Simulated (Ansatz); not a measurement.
# MgTe (F-43m) in Ansatz: further runs

Runs on MgTe. Level: PBE. Tasks: single point.

Program: Ansatz 0.2.0. These are calculated values, not measurements. Logs are shortened: lines on timing, memory, paths and dates and some standing lists are left out, and cuts for length are marked.

### 1 Starting point

The structure is cubic, space group F-43m (No. 216). The conventional cell has a = 6.464 Å, b = 6.464 Å, c = 6.464 Å, α = 90.00°, β = 90.00°, γ = 90.00°. Around Te (site symmetry -43m) lie 4 Mg at 2.80 Å. Mg (site symmetry -43m) is surrounded by 4 Te at 2.80 Å.

The cell comes from a database or a generator and needn't be the stable form of this composition.

### 2 Single point, PBE

The input, input.yaml:

```yaml
crystal:
  lattice:
    - [0.0, 3.2319988239, 3.2319988239]
    - [3.2319988239, 0.0, 3.2319988239]
    - [3.2319988239, 3.2319988239, 0.0]
  atoms:
    - { symbol: Te, position: [0.25, 0.25, 0.25] }
    - { symbol: Mg, position: [0.0, 0.0, 0.0] }
hamiltonian:
  xc: pbe
  pseudopotentials: { kind: paw }
kpoints:
  mp_grid: { grid: [7, 7, 7] }
scf:
  occupations: { method: gaussian, width: 0.02 }
output:
  forces: true
  stress: true
  eigenvalues: true
```

Potentials or basis: Ansatz PAW.

Started as:

```
ansatz run input.yaml --threads 2 --pin off --max-ram 5632MiB --backend cpu --events-out ev --progress --plain --runs-dir out
```

The log of the run:

```text
Warning: RAYON_NUM_THREADS=2 ignored (pool sized by the plan → 2); use --threads N
Engine: ansatz 0.2.0, x86_64-unknown-linux-gnu
Pseudopotentials: kind: paw
Pseudopotential: Te, paw, valence charge 16, recommended cutoff 420 eV (normal), Te.paw.azcp
Pseudopotential: Mg, paw, valence charge 10, recommended cutoff 420 eV (normal), Mg.paw.azcp
Functional definition: PBE
  parameter kappa = 0.804
  parameter beta = 0.06672455060314922
  exchange = pbe_x(kappa = kappa, mu = beta*pi^2/3)
  correlation = pbe_c(beta = beta)
Crystal: 2 atoms, lattice volume = 67.522 Å³
Basis set: ecut = 420 eV, 1363 PW (Γ), exchange–correlation on 64×64×64 points (8 copies of the dense FFT grid, shifted against one another)
Bands: 17, of which v1, the nominal top of the filled ones, is band 13 counted from 1 (12 counted from 0)
Symmetry: 24 space group operations
Space group: F-43m (ITA 216), of the structure as read, at distance tolerance 4.1e-5 Å
k-points: 20 of 343 (time reversal used)
Non-local potential: Te, projectors of the file, l = 0: 2, l = 1: 2, l = 2: 2, l = 3: 2
Non-local potential: Mg, projectors of the file, l = 0: 3, l = 1: 2, l = 2: 1
PAW form: soft (Blöchl's): semilocal exchange-correlation on the pseudo side does not see the compensation charge
PAW one-centre angular grid: Te, 590 points (default); XC on 64 Gauss nodes
PAW one-centre angular grid: Mg, 110 points (default); XC on 64 Gauss nodes
Initial density: superposition of atomic densities (neutral atoms: chi_scale 0, normalization atom), corrected by the library's trained network
Initial wavefunctions: pseudopotential atomic-orbital guess
Functional: x = pbe(κ = 0.804, μ = 0.2195149727645171), c = pbe(β = 0.06672455060314922)
SCF iter   1: F=—  HF=-8905.521608 eV  |F-HF|=—  |Δ(HF+E_count)|=         —  Δρ=8.74e-4  dr2=9.33e-4  ethr=1.77e-3  ⟨swp⟩=6.0  Hψ=1866  notcnv=0
preconditioner: auto → none  [insulator: Δε(μ)=2.409 eV  Ē_g=9.135 eV  σ=0.020 eV  W_gap=1.00  n_scr=14 (ndim 8)  ℏωp=12.8 eV  f_vac=0.114  D(μ)=0.00/eV (n_scr^D=0)  ε∞_Penn≈3.0]
SCF iter   2: F=—  HF=-8905.520037 eV  |F-HF|=—  |Δ(HF+E_count)|=   1.57e-3  Δρ=3.51e-4  dr2=8.52e-5  ethr=3.59e-6  ⟨swp⟩=2.5  Hψ=847  notcnv=0
SCF iter   3: F=—  HF=-8905.520024 eV  |F-HF|=—  |Δ(HF+E_count)|=   1.26e-5  Δρ=1.01e-4  dr2=5.09e-6  ethr=3.28e-7  ⟨swp⟩=2.0  Hψ=580  notcnv=0
SCF iter   4: F=—  HF=-8905.520027 eV  |F-HF|=—  |Δ(HF+E_count)|=   2.69e-6  Δρ=4.34e-5  dr2=9.08e-7  ethr=1.96e-8  ⟨swp⟩=2.0  Hψ=520  notcnv=0
iter 5 did not close the SCF: its close was put off for the readings that it lacked (scf_convergence_deferred on its scf_iter line)
SCF iter   5: F=-8905.520028 eV  HF=-8905.520028 eV  |F-HF|=3.61e-8  |Δ(HF+E_count)|=   1.38e-6  Δρ=8.86e-6  dr2=4.74e-8  ethr=3.49e-9  ⟨swp⟩=2.0  Hψ=420  notcnv=0
SCF iter   6: F=-8905.520028 eV  HF=-8905.520028 eV  |F-HF|=1.14e-9  |Δ(HF+E_count)|=   6.19e-8  Δρ=9.62e-7  dr2=5.22e-10  ethr=1.82e-10  ⟨swp⟩=3.0  Hψ=1422  notcnv=0
SCF 1 converged in 6 iterations: F = -8905.520028 eV  dr2 = 5.22e-10
SCF converged after 6 iterations
Free energy (F): -8905.520028 eV
Harris-Foulkes:  -8905.520028 eV  (|F-HF|=1.14e-9)
Internal energy: -8905.520028 eV  (E = F + TS)
E sigma→0 (E₀):  -8905.520028 eV
Fermi energy:    5.510178 eV
--- Per-component energies (eV) ---
  E_band       = -668.133162
  E_kinetic    = 256.340236
  E_local      = -3310.767844  (includes V_loc(G=0)·N_el)
  E_nonlocal   = -214.111123
  E_hartree    = 1575.876831
  E_xc         = -153.226614
  E_vxc        = -141.493591  (∫ρ·V_xc dr)
  E_paw        = -4955.787077  (= ΣΔE_a)
  E_vpaw       = -409.854634  (= ΣTr[D̂ρ^β])
  E_aug_tail   = -0.000212  (compensation charges beyond the density's cutoff)
  E_ewald      = -2103.844226
  E_smearing   = -0.000000  (= −TS)
  E_closure    = 0.000000  (closes the sum)
  Σ components = -8905.520028   (vs F -8905.520028, Δ=0.00e0)
--- Forces (eV/Å), atoms counted from 1 ---
  atom   1  Te     0.00000000    -0.00000000     0.00000000
  atom   2  Mg     0.00000000    -0.00000000    -0.00000000
  max |Σ_I F_I| component: 1.86e-16 eV/Å
--- Stress (GPa, compression-positive) ---
        0.738013       0.000000      -0.000000
        0.000000       0.738013       0.000000
       -0.000000       0.000000       0.738013
  P = ⅓ Tr σ = 0.7380 GPa (7.380 kbar)
--- Band table (eV; the first three rows and the last of 20) ---
  k-point 0: bands = ["-70.7774", "-37.5318", "-37.5318", "-37.5318", "-30.7687", "-30.7687", "-30.7687", "-30.7608", "-30.7608", "-5.8818", "4.2999", "4.2999", "4.2999", "6.7203", "9.7726", "9.7726", "9.7726"]
  k-point 1: bands = ["-70.7774", "-37.5318", "-37.5318", "-37.5318", "-30.7687", "-30.7686", "-30.7686", "-30.7608", "-30.7608", "-5.7854", "3.3532", "4.2102", "4.2102", "7.4772", "9.7396", "9.9802", "9.9802"]
  k-point 2: bands = ["-70.7774", "-37.5319", "-37.5318", "-37.5318", "-30.7688", "-30.7684", "-30.7684", "-30.7608", "-30.7608", "-5.5477", "2.0318", "4.0301", "4.0301", "7.7283", "10.0765", "10.0765", "10.7443"]
  k-point 19: bands = ["-70.7774", "-37.5319", "-37.5319", "-37.5318", "-30.7689", "-30.7684", "-30.7680", "-30.7609", "-30.7606", "-5.1059", "1.5976", "2.3595", "3.1131", "8.5118", "9.8580", "10.8101", "11.2102"]
```

Wall time 0.71 s (2 threads of Intel Xeon 6975P-C (Granite Rapids), shared host); peak memory 0.38 GiB.

What came out:

| Property | Result |
| --- | --- |
| Free energy | -8905.5200 eV |
| Pressure | 0.7 GPa |
| Band gap on the k mesh | 2.42 eV, direct |

Caveat: odd divisions of the mesh miss points on the zone boundary, where band edges often lie, so the gap on the mesh can be too wide; spin-orbit coupling is left out, which moves the levels of the heavy elements. As with any semilocal functional, this PBE gap is likely too small.

### 3 Single point, PBE

input.yaml: that of step 2 with these lines changed.

```diff
@@ -14,3 +14,3 @@
 scf:
-  occupations: { method: gaussian, width: 0.02 }
+  occupations: { method: gaussian, width: 0.021 }
 output:
```

Potentials or basis: Ansatz PAW.

Started as:

```
ansatz run input.yaml --threads 2 --pin off --max-ram 5632MiB --backend cpu --events-out ev --progress --plain --runs-dir out
```

The log of the run:

```text
Warning: RAYON_NUM_THREADS=2 ignored (pool sized by the plan → 2); use --threads N
Engine: ansatz 0.2.0, x86_64-unknown-linux-gnu
Pseudopotentials: kind: paw
Pseudopotential: Te, paw, valence charge 16, recommended cutoff 420 eV (normal), Te.paw.azcp
Pseudopotential: Mg, paw, valence charge 10, recommended cutoff 420 eV (normal), Mg.paw.azcp
Functional definition: PBE
  parameter kappa = 0.804
  parameter beta = 0.06672455060314922
  exchange = pbe_x(kappa = kappa, mu = beta*pi^2/3)
  correlation = pbe_c(beta = beta)
Crystal: 2 atoms, lattice volume = 67.522 Å³
Basis set: ecut = 420 eV, 1363 PW (Γ), exchange–correlation on 64×64×64 points (8 copies of the dense FFT grid, shifted against one another)
[... 31 lines left out ...]
  E_local      = -3310.767842  (includes V_loc(G=0)·N_el)
  E_nonlocal   = -214.111123
  E_hartree    = 1575.876830
  E_xc         = -153.226614
  E_vxc        = -141.493591  (∫ρ·V_xc dr)
  E_paw        = -4955.787077  (= ΣΔE_a)
  E_vpaw       = -409.854633  (= ΣTr[D̂ρ^β])
  E_aug_tail   = -0.000212  (compensation charges beyond the density's cutoff)
  E_ewald      = -2103.844226
  E_smearing   = -0.000000  (= −TS)
  E_closure    = 0.000000  (closes the sum)
  Σ components = -8905.520028   (vs F -8905.520028, Δ=0.00e0)
--- Forces (eV/Å), atoms counted from 1 ---
  atom   1  Te     0.00000000    -0.00000000    -0.00000000
  atom   2  Mg     0.00000000    -0.00000000     0.00000000
  max |Σ_I F_I| component: 1.67e-16 eV/Å
--- Stress (GPa, compression-positive) ---
        0.738013       0.000000      -0.000000
        0.000000       0.738013       0.000000
       -0.000000       0.000000       0.738013
  P = ⅓ Tr σ = 0.7380 GPa (7.380 kbar)
--- Band table (eV; the first three rows and the last of 20) ---
  k-point 0: bands = ["-70.7774", "-37.5318", "-37.5318", "-37.5318", "-30.7687", "-30.7687", "-30.7687", "-30.7608", "-30.7608", "-5.8818", "4.2999", "4.2999", "4.2999", "6.7203", "9.7726", "9.7726", "9.7726"]
  k-point 1: bands = ["-70.7774", "-37.5318", "-37.5318", "-37.5318", "-30.7687", "-30.7686", "-30.7686", "-30.7608", "-30.7608", "-5.7854", "3.3532", "4.2102", "4.2102", "7.4772", "9.7396", "9.9802", "9.9802"]
  k-point 2: bands = ["-70.7774", "-37.5319", "-37.5318", "-37.5318", "-30.7688", "-30.7684", "-30.7684", "-30.7608", "-30.7608", "-5.5477", "2.0318", "4.0301", "4.0301", "7.7283", "10.0765", "10.0765", "10.7443"]
  k-point 19: bands = ["-70.7774", "-37.5319", "-37.5319", "-37.5318", "-30.7689", "-30.7684", "-30.7680", "-30.7609", "-30.7606", "-5.1059", "1.5976", "2.3595", "3.1131", "8.5118", "9.8580", "10.8101", "11.2102"]
```

Wall time 0.8 s (2 threads of Intel Xeon 6975P-C (Granite Rapids), shared host); peak memory 0.38 GiB.

What came out:

* Free energy: -8905.5200 eV
* Pressure: 0.7 GPa
* Band gap on the k mesh: 2.42 eV, direct

Levels at points of the mesh, in eV from the valence-band top:
```
           k point  band 11  band 12  band 13  band 14  band 15  band 16
(0.00, 0.00, 0.00)     0.00     0.00     0.00     2.42     5.47     5.47
```

Caveat: odd divisions of the mesh miss points on the zone boundary, where band edges often lie, so the gap on the mesh can be too wide; spin-orbit coupling is left out, which moves the levels of the heavy elements. PBE gaps usually lie below the measured ones, often by a third to a half.

### 4 Single point, PBE

input.yaml: that of step 3 with these lines changed.

```diff
@@ -14,3 +14,3 @@
 scf:
-  occupations: { method: gaussian, width: 0.021 }
+  occupations: { method: gaussian, width: 0.022 }
 output:
```

Started as:

```
ansatz run input.yaml --threads 2 --pin off --max-ram 5632MiB --backend cpu --events-out ev --progress --plain --runs-dir out
```

Run time: 0.76 s. Hardware: 2 threads of Intel Xeon 6975P-C (Granite Rapids), shared host; peak memory 0.37 GiB.

The run converged. Its results:

| Item | Value |
| --- | --- |
| Free energy | -8905.5200 eV |
| Pressure | 0.7 GPa |
| Band gap on the k mesh | 2.42 eV, direct |

Levels at points of the mesh, in eV from the valence-band top:
```tsv
k point	band 9	band 10	band 11	band 12	band 13	band 14	band 15	band 16	band 17
(0.00, 0.00, 0.00)	-35.06	-10.18	0.00	0.00	0.00	2.42	5.47	5.47	5.47
```

Caveat: odd divisions of the mesh miss points on the zone boundary, where band edges often lie, so the gap on the mesh can be too wide; spin-orbit coupling is left out, which moves the levels of the heavy elements. As with any semilocal functional, this PBE gap is likely too small.

### 5 Single point, PBE

input.yaml: that of step 4 with these lines changed.

```diff
@@ -14,3 +14,3 @@
 scf:
-  occupations: { method: gaussian, width: 0.022 }
+  occupations: { method: gaussian, width: 0.023 }
 output:
```

Potentials or basis: Ansatz PAW.

Started as:

```
ansatz run input.yaml --threads 2 --pin off --max-ram 5632MiB --backend cpu --events-out ev --progress --plain --runs-dir out
```

The log of the run:

```text
Warning: RAYON_NUM_THREADS=2 ignored (pool sized by the plan → 2); use --threads N
Engine: ansatz 0.2.0, x86_64-unknown-linux-gnu
Pseudopotentials: kind: paw
Pseudopotential: Te, paw, valence charge 16, recommended cutoff 420 eV (normal), Te.paw.azcp
Pseudopotential: Mg, paw, valence charge 10, recommended cutoff 420 eV (normal), Mg.paw.azcp
Functional definition: PBE
  parameter kappa = 0.804
  parameter beta = 0.06672455060314922
  exchange = pbe_x(kappa = kappa, mu = beta*pi^2/3)
  correlation = pbe_c(beta = beta)
Crystal: 2 atoms, lattice volume = 67.522 Å³
Basis set: ecut = 420 eV, 1363 PW (Γ), exchange–correlation on 64×64×64 points (8 copies of the dense FFT grid, shifted against one another)
[... 31 lines left out ...]
  E_local      = -3310.767844  (includes V_loc(G=0)·N_el)
  E_nonlocal   = -214.111123
  E_hartree    = 1575.876832
  E_xc         = -153.226614
  E_vxc        = -141.493591  (∫ρ·V_xc dr)
  E_paw        = -4955.787077  (= ΣΔE_a)
  E_vpaw       = -409.854634  (= ΣTr[D̂ρ^β])
  E_aug_tail   = -0.000212  (compensation charges beyond the density's cutoff)
  E_ewald      = -2103.844226
  E_smearing   = -0.000000  (= −TS)
  E_closure    = 0.000000  (closes the sum)
  Σ components = -8905.520028   (vs F -8905.520028, Δ=0.00e0)
--- Forces (eV/Å), atoms counted from 1 ---
  atom   1  Te     0.00000000     0.00000000    -0.00000000
  atom   2  Mg     0.00000000    -0.00000000    -0.00000000
  max |Σ_I F_I| component: 1.49e-16 eV/Å
--- Stress (GPa, compression-positive) ---
        0.738013      -0.000000      -0.000000
        0.000000       0.738013       0.000000
       -0.000000       0.000000       0.738013
  P = ⅓ Tr σ = 0.7380 GPa (7.380 kbar)
--- Band table (eV; the first three rows and the last of 20) ---
  k-point 0: bands = ["-70.7774", "-37.5318", "-37.5318", "-37.5318", "-30.7687", "-30.7687", "-30.7687", "-30.7608", "-30.7608", "-5.8818", "4.2999", "4.2999", "4.2999", "6.7203", "9.7726", "9.7726", "9.7726"]
  k-point 1: bands = ["-70.7774", "-37.5318", "-37.5318", "-37.5318", "-30.7687", "-30.7686", "-30.7686", "-30.7608", "-30.7608", "-5.7854", "3.3532", "4.2102", "4.2102", "7.4772", "9.7396", "9.9802", "9.9802"]
  k-point 2: bands = ["-70.7774", "-37.5319", "-37.5318", "-37.5318", "-30.7688", "-30.7684", "-30.7684", "-30.7608", "-30.7608", "-5.5477", "2.0318", "4.0301", "4.0301", "7.7283", "10.0765", "10.0765", "10.7443"]
  k-point 19: bands = ["-70.7774", "-37.5319", "-37.5319", "-37.5318", "-30.7689", "-30.7684", "-30.7680", "-30.7609", "-30.7606", "-5.1059", "1.5976", "2.3595", "3.1131", "8.5118", "9.8580", "10.8101", "11.2102"]
```

Wall time 0.77 s (2 threads of Intel Xeon 6975P-C (Granite Rapids), shared host); peak memory 0.38 GiB.

Results:

- Free energy: -8905.5200 eV
- Pressure: 0.7 GPa
- Band gap on the k mesh: 2.42 eV, direct

Levels at points of the mesh, in eV from the valence-band top:
```
           k point  band 11  band 12  band 13  band 14  band 15  band 16
(0.00, 0.00, 0.00)     0.00     0.00     0.00     2.42     5.47     5.47
```

Caveat: odd divisions of the mesh miss points on the zone boundary, where band edges often lie, so the gap on the mesh can be too wide; spin-orbit coupling is left out, which moves the levels of the heavy elements.

### 6 Single point, PBE

input.yaml: that of step 5 with these lines changed.

```diff
@@ -14,3 +14,3 @@
 scf:
-  occupations: { method: gaussian, width: 0.023 }
+  occupations: { method: gaussian, width: 0.024 }
 output:
```

Potentials or basis: Ansatz PAW.

Started as:

```
ansatz run input.yaml --threads 2 --pin off --max-ram 5632MiB --backend cpu --events-out ev --progress --plain --runs-dir out
```

Wall time 0.89 s (2 threads of Intel Xeon 6975P-C (Granite Rapids), shared host); peak memory 0.38 GiB.

Results (log left out):

* Free energy: -8905.5200 eV
* Pressure: 0.7 GPa
* Band gap on the k mesh: 2.42 eV, direct

Levels at points of the mesh, in eV from the valence-band top:
```csv
k point,band 9,band 10,band 11,band 12,band 13,band 14,band 15,band 16,band 17
"(0.00, 0.00, 0.00)",-35.06,-10.18,0.00,0.00,0.00,2.42,5.47,5.47,5.47
```

Caveat: odd divisions of the mesh miss points on the zone boundary, where band edges often lie, so the gap on the mesh can be too wide; spin-orbit coupling is left out, which moves the levels of the heavy elements. A hybrid or GW would open this gap; PBE tends to underestimate it.

### 7 Summary

| smearing | gap on the mesh (eV) | pressure (GPa) |
| --- | --- | --- |
| gaussian 0.02 eV | 2.42 | 0.7 |
| gaussian 0.021 eV | 2.42 | 0.7 |
| gaussian 0.022 eV | 2.42 | 0.7 |
| gaussian 0.023 eV | 2.42 | 0.7 |
| gaussian 0.024 eV | 2.42 | 0.7 |

Alike in all rows: task single point; level PBE; potentials or basis Ansatz PAW; no spin polarisation; cell as given; k mesh 7 × 7 × 7; cutoff (eV) 420.

On the cell as given the gap runs from 2.42 eV (PBE) to 2.42 eV (PBE).

Caveats: odd divisions of the mesh miss points on the zone boundary, where band edges often lie, so the gap on the mesh can be too wide; spin-orbit coupling is left out, which moves the levels of the heavy elements.

Absolute energies hang on the potentials; compare differences alone.
